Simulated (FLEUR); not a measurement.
# CoO: which magnetic order is lowest

A self-consistent run ends on one state, which hangs on the start. Several orders of CoO are started in FLEUR and their energies compared.

Program: FLEUR MaX-R8.1. Level of theory: PBEsol; all-electron FLAPW, Dirac cores, scalar-relativistic bands. Results are calculated unless marked as measured.

### 1. Starting point

The structure is tetragonal, space group I4/mmm (No. 139). The conventional cell has a = 3.016 Å, b = 3.016 Å, c = 4.214 Å, α = 90.00°, β = 90.00°, γ = 90.00°. Co has 6 O at 2.11 to 2.13 Å nearest. Nearest to O lie 6 Co at 2.11 to 2.13 Å. Farther neighbours and most contacts between anions are not listed.

Structure file:

```cif
data_structure
_symmetry_space_group_name_H-M 'I4/mmm'
_symmetry_Int_Tables_number 139
_cell_length_a 3.0160
_cell_length_b 3.0160
_cell_length_c 4.2145
_cell_angle_alpha 90.000
_cell_angle_beta 90.000
_cell_angle_gamma 90.000
_cell_volume 38.34
loop_
_atom_site_label
_atom_site_type_symbol
_atom_site_symmetry_multiplicity
_atom_site_Wyckoff_symbol
_atom_site_fract_x
_atom_site_fract_y
_atom_site_fract_z
_atom_site_occupancy
Co1 Co 2 a 0.00000 0.00000 0.00000 1
O1 O 2 b 0.00000 0.00000 0.50000 1
```

### 2. Start 1: ferro +

The parallel start comes first: it shows whether parallel moments hold.

inpgen writes inp.xml from crystal.txt; cutoffs, mixing, functional, smearing and local orbitals are then set in the file. The k list default-1 (kpts.xml, not shown) is a Γ-centred 10×10×10 mesh; where the ranks do not divide the number of points, some are split in two of half the weight.

File inp.xml:

```
<?xml version="1.0" encoding="UTF-8" standalone="no"?>
<fleurInput fleurInputVersion="0.39">
   <comment>
      CoO
   </comment>
   <calculationSetup>
      <cutoffs Kmax="4.29" Gmax="12.9" GmaxXC="12.9" numbands="0"/>
      <scfLoop itmax="130" minDistance="0.00002" maxIterBroyd="15" imix="Anderson" alpha="0.05" precondParam="0.0" spinf="2.0" sdNocoIR="T"/>
      <coreElectrons ctail="T" frcor="F" kcrel="0" coretail_lmax="0"/>
      <xcFunctional name="PBEs" relativisticCorrections="F"/>
      <magnetism jspins="2"/>
      <soc l_soc="F" theta="0.0" phi="0.0" spav="F"/>
      <expertModes spex="0" secvar="F"/>
      <geometryOptimization l_f="F" forcealpha="1.0" forcemix="BFGS" epsdisp="0.00001" epsforce="0.00001"/>
      <ldaU l_linMix="F" mixParam="0.05" spinf="1.0"/>
   </calculationSetup>
   <cell>
      <bzIntegration valenceElectrons="23.0" mode="hist" fermiSmearingEnergy="0.00183747">
         <kPointListSelection listName="default-1"/>
         <xi:include xmlns:xi="http://www.w3.org/2001/XInclude" href="kpts.xml"> </xi:include>
      </bzIntegration>
      <xi:include xmlns:xi="http://www.w3.org/2001/XInclude" href="sym.xml"> </xi:include>
      <bulkLattice scale="1.0">
         <bravaisMatrix>
            <row-1>   -2.8497069958968000     2.8497069958968000     3.9821207229907136</row-1>
            <row-2>    2.8497069958968000    -2.8497069958968000     3.9821207229907136</row-2>
            <row-3>    2.8497069958968000     2.8497069958968000    -3.9821207229907136</row-3>
         </bravaisMatrix>
      </bulkLattice>
   </cell>
   <atomSpecies>
      <species name="Cobalt (Co3.000" element="Co" atomicNumber="27">
         <mtSphere radius="2.48" gridPoints="819" logIncrement="0.015"/>
         <atomicCutoffs lmax="10" lnonsphr="8"/>
         <electronConfig flipSpins="F">
            <coreConfig>(1s1/2) (2s1/2) (2p1/2) (2p3/2)</coreConfig>
            <valenceConfig>(3s1/2) (3p1/2) (3p3/2) (4s1/2) (3d3/2) (3d5/2)</valenceConfig>
            <stateOccupation state="(3d3/2)" spinUp="2.0" spinDown="0.8"/>
            <stateOccupation state="(3d5/2)" spinUp="3.0" spinDown="1.2"/>
         </electronConfig>
         <energyParameters s="4" p="4" d="3" f="4"/>
         <lo type="SCLO" l="0" n="3" eDeriv="0"/>
         <lo type="SCLO" l="1" n="3" eDeriv="0"/>
      </species>
      <species name="Oxygen (O)" element="O" atomicNumber="8">
         <mtSphere radius="1.4" gridPoints="463" logIncrement="0.023"/>
         <atomicCutoffs lmax="6" lnonsphr="4"/>
         <electronConfig flipSpins="F">
            <coreConfig>(1s1/2)</coreConfig>
            <valenceConfig>(2s1/2) (2p1/2) (2p3/2)</valenceConfig>
            <stateOccupation state="(2p1/2)" spinUp="0.666667" spinDown="0.666667"/>
            <stateOccupation state="(2p3/2)" spinUp="1.333333" spinDown="1.333333"/>
         </electronConfig>
         <energyParameters s="2" p="2" d="3" f="4"/>
      </species>
   </atomSpecies>
   <atomGroups>
      <atomGroup species="Cobalt (Co3.000">
         <relPos label="                   1">.0000000000 .0000000000 .0000000000</relPos>
         <force calculate="T" relaxXYZ="TTT"/>
      </atomGroup>
      <atomGroup species="Oxygen (O)">
         <relPos label="                   2">1.000/2.000 1.000/2.000 .0000000000</relPos>
         <force calculate="T" relaxXYZ="TTT"/>
      </atomGroup>
   </atomGroups>
   <output dos="F" band="F" slice="F">
      <bandDOS minEnergy="-.5*Htr" maxEnergy="0.5*Htr" sigma="0.015" storeEVData="T"/>
      <plotting iplot="0" polar="F">
         <plot TwoD="T" vec1="  1.0  0.0  0.0" vec2="  0.0  1.0  0.0" vec3="  0.0  0.0  1.0" zero="  0.0  0.0  0.0" file="plot"/>
      </plotting>
      <moessbauerParams electricFieldGradient="F" isomerShift="F" coreHyperfine="F" valenceHyperfine="F"/>
   </output>
</fleurInput>
```

File crystal.txt:

```
CoO
&input film=F cartesian=F /
-1.50800000000  1.50800000000  2.10724753770
1.50800000000  -1.50800000000  2.10724753770
1.50800000000  1.50800000000  -2.10724753770
1.8897261246
1.0 1.0 1.0

2
27 0.00000000000  0.00000000000  0.00000000000 : 3.000
8 0.50000000000  0.50000000000  0.00000000000

&kpt div1=10 div2=10 div3=10 gamma=T /
```

Launch:

```bash
OMP_NUM_THREADS=1 inpgen -f crystal.txt > inpgen.log  # inp.xml is then edited as shown
OMP_NUM_THREADS=1 mpirun -n 4 fleur_MPI > fleur.log
```

Output:

```text
Welcome to FLEUR        (www.flapw.de)
      MaX-Release 8.1          (www.max-centre.eu)

 ========== k-point set info ==========
 Selected k-point list: default-1
 k-point list type: mesh
 0 x 0 x 0
 Number of k points: 104

 ------------Calculation Setup---------------------------
 Number of MPI-tasks      :            4
 Number of PE/node        :            4
 Number of OMP-threads    :            1
 k-points in parallel     :            4
 pe's per k-point         :            1
 No of k-point loops      :           26
 Eigenvalue solver        :       lapack
 Number of basis functions:          202
 Approximate size of matrices (H+S) per k-point:         0.001 GB
 --------------------------------------------------------
 Iteration:     1   Distance:      23.26027508 me/bohr^3
 Iteration:     2   Distance:      20.26287137 me/bohr^3
 Iteration:     3   Distance:      14.24478265 me/bohr^3
 Iteration:     4   Distance:      13.92800271 me/bohr^3
 Iteration:     5   Distance:       7.79827081 me/bohr^3
 Iteration:     6   Distance:       7.41366773 me/bohr^3
 Iteration:     7   Distance:       2.26093116 me/bohr^3
 Iteration:     8   Distance:       1.61090946 me/bohr^3
 Iteration:     9   Distance:       0.61731686 me/bohr^3
 Iteration:    10   Distance:       0.63358893 me/bohr^3
 Iteration:    11   Distance:       0.27275890 me/bohr^3
 Iteration:    12   Distance:       0.22780367 me/bohr^3
 Iteration:    13   Distance:       0.07098415 me/bohr^3
 Iteration:    14   Distance:       0.10275781 me/bohr^3
 Iteration:    15   Distance:       0.02004443 me/bohr^3
 Iteration:    16   Distance:       0.01827598 me/bohr^3
 Iteration:    17   Distance:       0.01376969 me/bohr^3
 Iteration:    18   Distance:       0.00162850 me/bohr^3
 Iteration:    19   Distance:       0.00077256 me/bohr^3
 Iteration:    20   Distance:       0.00057843 me/bohr^3
 Iteration:    21   Distance:       0.00018200 me/bohr^3
 Iteration:    22   Distance:       0.00009514 me/bohr^3
 Iteration:    23   Distance:       0.00013683 me/bohr^3
 Iteration:    24   Distance:       0.00002823 me/bohr^3
 Iteration:    25   Distance:       0.00000555 me/bohr^3

 ********************************************************************
 Run finished successfully
 Stop message:
   all done
 ********************************************************************

--- out.xml (last complete iteration) ---
<iteration numberForCurrentRun="   25" overallNumber="   25">
         <energyParameters units="Htr">
            <atomicEP atomType="1" spin="1" branch="4s" branchLowest="-3.23" branchHighest="1.34" value="0.1916217021"/>
            <atomicEP atomType="1" spin="1" branch="4p" branchLowest="-1.88" branchHighest="1.87" value="0.3358134252"/>
            <atomicEP atomType="1" spin="1" branch="3d" branchLowest="-9.99" branchHighest="0.28" value="0.2075462039"/>
            <atomicEP atomType="1" spin="1" branch="4f" branchLowest="-9.99" branchHighest="3.12" value="0.6579505787"/>
            <loAtomicEP atomType="1" spin="1" branch="3s" branchLowest="-32.43" branchHighest="-3.23" value="-3.2285359817"/>
            <loAtomicEP atomType="1" spin="1" branch="3p" branchLowest="-27.70" branchHighest="-1.88" value="-1.8843398782"/>
            <atomicEP atomType="2" spin="1" branch="2s" branchLowest="-18.26" branchHighest="0.91" value="-0.4537889808"/>
            <atomicEP atomType="2" spin="1" branch="2p" branchLowest="-9.99" branchHighest="1.26" value="-0.0167272717"/>
            <atomicEP atomType="2" spin="1" branch="3d" branchLowest="-9.99" branchHighest="6.11" value="0.2569797468"/>
            <atomicEP atomType="2" spin="1" branch="4f" branchLowest="-9.99" branchHighest="10.62" value="0.4170528420"/>
            <atomicEP atomType="1" spin="2" branch="4s" branchLowest="-3.12" branchHighest="1.40" value="0.1979113468"/>
            <atomicEP atomType="1" spin="2" branch="4p" branchLowest="-1.77" branchHighest="1.93" value="0.3357038220"/>
            <atomicEP atomType="1" spin="2" branch="3d" branchLowest="-9.99" branchHighest="0.39" value="0.2934367191"/>
            <atomicEP atomType="1" spin="2" branch="4f" branchLowest="-9.99" branchHighest="3.17" value="0.6533106111"/>
            <loAtomicEP atomType="1" spin="2" branch="3s" branchLowest="-32.38" branchHighest="-3.12" value="-3.1174307483"/>
            <loAtomicEP atomType="1" spin="2" branch="3p" branchLowest="-27.66" branchHighest="-1.77" value="-1.7759135590"/>
            <atomicEP atomType="2" spin="2" branch="2s" branchLowest="-18.25" branchHighest="0.95" value="-0.4324898870"/>
            <atomicEP atomType="2" spin="2" branch="2p" branchLowest="-9.99" branchHighest="1.29" value="-0.0002228971"/>
            <atomicEP atomType="2" spin="2" branch="3d" branchLowest="-9.99" branchHighest="6.14" value="0.2690973939"/>
            <atomicEP atomType="2" spin="2" branch="4f" branchLowest="-9.99" branchHighest="10.65" value="0.4291557767"/>
         </energyParameters>
         <bandgap value="0.0001715846" units="eV"/>
         <sumValenceSingleParticleEnergies value="-15.5328782926" units="Htr"/>
         <FermiEnergy value="0.3236398869" units="Htr"/>
         <valenceDensity>
            <mtCharges spin="1">
               <mtCharge atomType="1" total="9.4175043" s="1.1852843" p="3.2305552" d="4.9248742" f="0.0538226"/>
               <mtCharge atomType="2" total="2.3683712" s="0.7095661" p="1.6537919" d="0.0044157" f="0.0005057"/>
            </mtCharges>
            <mtCharges spin="2">
               <mtCharge atomType="1" total="6.8148211" s="1.1626933" p="3.2118013" d="2.3717885" f="0.0495083"/>
               <mtCharge atomType="2" total="2.0713613" s="0.6788556" p="1.3891232" d="0.0030123" f="0.0003283"/>
            </mtCharges>
            <spinDependentCharge spin="1" total="12.9675567" interstitial="1.1816812" mtSpheres="11.7858755"/>
            <spinDependentCharge spin="2" total="10.0324433" interstitial="1.1462609" mtSpheres="8.8861824"/>
            <totalCharge value="23.0000000000"/>
         </valenceDensity>
         <coreStates atomType="     1" atomicNumber=" 27" spin="1" kinEnergy="    623.9142503926" eigValSum="   -393.6721033104" lostElectrons=" 0.000000">
            <state n="1" l="0" j="0.5" energy="-278.1263820123" weight="1.0000000000"/>
            <state n="2" l="0" j="0.5" energy="-32.4337879022" weight="1.0000000000"/>
            <state n="2" l="1" j="0.5" energy="-28.0662528927" weight="1.0000000000"/>
            <state n="2" l="1" j="1.5" energy="-27.5228402516" weight="2.0000000000"/>
         </coreStates>
         <coreStates atomType="     1" atomicNumber=" 27" spin="2" kinEnergy="    624.4488024423" eigValSum="   -393.4941920122" lostElectrons=" 0.000000">
            <state n="1" l="0" j="0.5" energy="-278.1261951184" weight="1.0000000000"/>
            <state n="2" l="0" j="0.5" energy="-32.3795474490" weight="1.0000000000"/>
            <state n="2" l="1" j="0.5" energy="-28.0259194487" weight="1.0000000000"/>
            <state n="2" l="1" j="1.5" energy="-27.4812649980" weight="2.0000000000"/>
         </coreStates>
         <coreStates atomType="     2" atomicNumber="  8" spin="1" kinEnergy="     29.0236688122" eigValSum="    -18.2613149650" lostElectrons=" 0.000001">
            <state n="1" l="0" j="0.5" energy="-18.2613149650" weight="1.0000000000"/>
         </coreStates>
         <coreStates atomType="     2" atomicNumber="  8" spin="2" kinEnergy="     29.0422136738" eigValSum="    -18.2507321772" lostElectrons=" 0.000001">
            <state n="1" l="0" j="0.5" energy="-18.2507321772" weight="1.0000000000"/>
         </coreStates>
         <allElectronCharges>
            <spinDependentCharge spin="1" total="18.9675567" interstitial="1.1816816" mtSpheres="17.7858751"/>
            <spinDependentCharge spin="2" total="16.0324433" interstitial="1.1462613" mtSpheres="14.8861820"/>
            <totalCharge value="34.9999999989"/>
         </allElectronCharges>
         <magneticMomentsInMTSpheres units="muBohr">
            <globalMagMoment atomType="1" vec="0.00000   0.00000   2.60268"/>
            <localMagMoment atomType="1" vec="0.00000   0.00000   2.60268"/>
            <globalMagMoment atomType="2" vec="0.00000   0.00000   0.29701"/>
            <localMagMoment atomType="2" vec="0.00000   0.00000   0.29701"/>
         </magneticMomentsInMTSpheres>
         <moessbauerParams unitsHFF="kG" unitsIS="e/bohr^3" unitsEFG="Htr/bohr^2">
         </moessbauerParams>
         <totalEnergy value="    -1467.2225354238" units="Htr">
            <sumOfEigenvalues value="     -839.2112207574">
               <coreElectrons value="-823.6783424648"/>
               <valenceElectrons value="-15.5328782926"/>
            </sumOfEigenvalues>
            <densityCoulombPotentialIntegral value="-2239.1309323440"/>
            <densityEffectivePotentialIntegral value="-2326.4705911993"/>
            <chargeDenXCDenIntegral value="-66.7254425792"/>
            <FockExchangeEnergyValence value="0.0000000000"/>
            <FockExchangeEnergyCore value="0.0000000000"/>
            <atomTypeDependentContributions atomType="1">
               <electronNucleiInteractionDifferentMTs value="1668.3539762672"/>
               <MadelungTerm value="-8.7098297415"/>
            </atomTypeDependentContributions>
            <atomTypeDependentContributions atomType="2">
               <electronNucleiInteractionDifferentMTs value="85.9428722130"/>
               <MadelungTerm value="-5.1843188927"/>
            </atomTypeDependentContributions>
            <tkbTimesEntropy value="0.0011775769"/>
            <freeEnergy value="-1467.2237130007"/>
            <extrapolationTo0K value="-1467.2231242123"/>
         </totalEnergy>
         <densityConvergence units="me/bohr^3">
            <chargeDensity spin="1" distance="0.0000020758"/>
            <chargeDensity spin="2" distance="0.0000037241"/>
            <overallChargeDensity distance="0.0000023531"/>
            <spinDensity distance="0.0000055515"/>
         </densityConvergence>
      </iteration>
```

Wall time 18 s (4 MPI ranks of Intel Xeon 6975P-C (Granite Rapids), shared host); peak memory 0.26 GiB.

Numbers from this step:

```
free energy                                                       : -39925.1912 eV
program's band gap on this mesh (in a metal only a level spacing) : 1.72e-4 eV
magnetization                                                     : 2.935 μB
final state                                                       : ferromagnetic
largest moment                                                    : 2.603 μB
```

After 25 cycles the largest moment stands at 2.60 μB.

[end of part 1 of 3]

[Logs and program files are shortened in this print: banners, set-up blocks, solver, clock and traceback lines can be left out without a mark of their own.]

[Logs are printed without paths, hosts, clocks, repeated set-up lines and the standing remarks that a program may print on its own settings, such as how far it seeks lower states.]

[Hosts, paths, dates, database ids (printed as entryN), source tags and the programs' standing remarks are cut or masked in the printed files.]

[Where a cell is said to come from a database of computed structures, the database is the Materials Project.]
